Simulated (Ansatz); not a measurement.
Runs of Ansatz 0.2.0 on ZnS. It takes space group F-43m (No. 216, cubic). Conventional cell: a = 5.404 Å, b = 5.404 Å, c = 5.404 Å, α = 90.00°, β = 90.00°, γ = 90.00°. Around Zn (site symmetry -43m) lie 4 S at 2.34 Å. Around S (site symmetry -43m) lie 4 Zn at 2.34 Å. 

```csv
task,level,potentials or basis,cell,k mesh,cutoff (eV),smearing,basis error allowed,gap on the mesh (eV),pressure (GPa),relaxed volume (Å³/atom)
relaxation of cell and atoms,BLYP+D4,"all-electron LAPW, scalar-relativistic",relaxed,9 × 9 × 9,-,fermi-dirac 0.05 eV,0.001 eV/atom,2.09,0.0,(b)
single point,HSE06,all-electron PAW datasets made for the crystal,as given,6 × 6 × 6,310,fermi-dirac 0.05 eV,-,(c),0.9,-
elastic constants,PBEsol,"all-electron LAPW, scalar-relativistic",as given,7 × 7 × 7,303,fermi-dirac 0.05 eV,0.001 eV/atom,1.98,-2.0,-
single point,PBE0,all-electron PAW datasets made for the crystal,as given,6 × 6 × 6,310,fermi-dirac 0.05 eV,-,4.01,(a),-
Born charges and dielectric tensor,LDA,all-electron PAW datasets made for the crystal,as given,9 × 9 × 9,310,fixed,-,1.86,-,-
band structure,PBEsol,"all-electron LAPW, scalar-relativistic",as given,9 × 9 × 9,281,fermi-dirac 0.05 eV,0.001 eV/atom,1.98,-2.0,-
relaxation of cell and atoms,LDA,"all-electron LAPW, scalar-relativistic",relaxed,9 × 9 × 9,-,fermi-dirac 0.05 eV,0.001 eV/atom,2.13,0.0,18.58
```

Alike in all rows: no spin polarisation.

**Question.** Fill in the values left out.

**Answer.** (a) 0.7; (b) 19.73; (c) 3.34.

Caveats: an odd mesh through Γ misses points on the zone boundary, where band edges often lie (some runs); the program warned that the printed levels may be off, so bands, gaps and densities of states are rough (some runs).

The runs don't all hold the same shells in valence.

Runs at the PBE level aren't shown here.
